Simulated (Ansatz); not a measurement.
CdTe, one cell by several methods

```xyz
2
Lattice="0.0000 3.2821 3.2821 3.2821 0.0000 3.2821 3.2821 3.2821 0.0000" Properties=species:S:1:pos:R:3 pbc="T T T"
Cd    0.0000    0.0000    0.0000
Te    4.9232    4.9232    4.9232
```

Atom numbers follow the list: Cd1, Te2.

The cell is the one relaxed in the Materials Project (mp-406), not relaxed further here; entries there can be hypothetical.

Spin–orbit coupling is left out, though it moves levels of the heavy atoms by tenths of an eV or more.

Methods: DFT, PBEsol, PAW with Ansatz's default frozen-core files, scalar-relativistic (Ansatz 0.2.0); DFT, PBEsol, all-electron PAW with datasets made for the crystal, scalar-relativistic (Ansatz 0.2.0); DFT, PBEsol, all-electron LAPW, scalar-relativistic (Ansatz 0.2.0).

For PAW: a Γ-centred 7×7×7 k mesh, Fermi–Dirac smearing of 0.01 eV, cutoff 420 eV, no spin polarisation; the PAW files were made with PBE, and the program remakes their frozen cores for this functional. The crystal-made all-electron datasets (AE datasets) take a cutoff of 240 eV at this cell. LAPW targets a basis error of 0.5 meV/atom. The Ansatz runs share mesh, smearing and spin set-up. Plane-wave (PAW) pressures include the program's estimate of the Pulay term.

Stress and pressure are positive in compression.

Levels count from the top of the valence band.

```csv
quantity,PAW,AE datasets,LAPW
pressure (GPa),-1.31,-1.30,-1.30
band gap (eV),0.548,0.549,0.549
highest filled level at Γ (eV),0.000,0.000,0.000
lowest empty level at Γ (eV),0.548,0.549,0.549
highest filled level at X (eV),-1.752,-1.753,-1.753
lowest empty level at X (eV),2.585,2.585,2.585
```
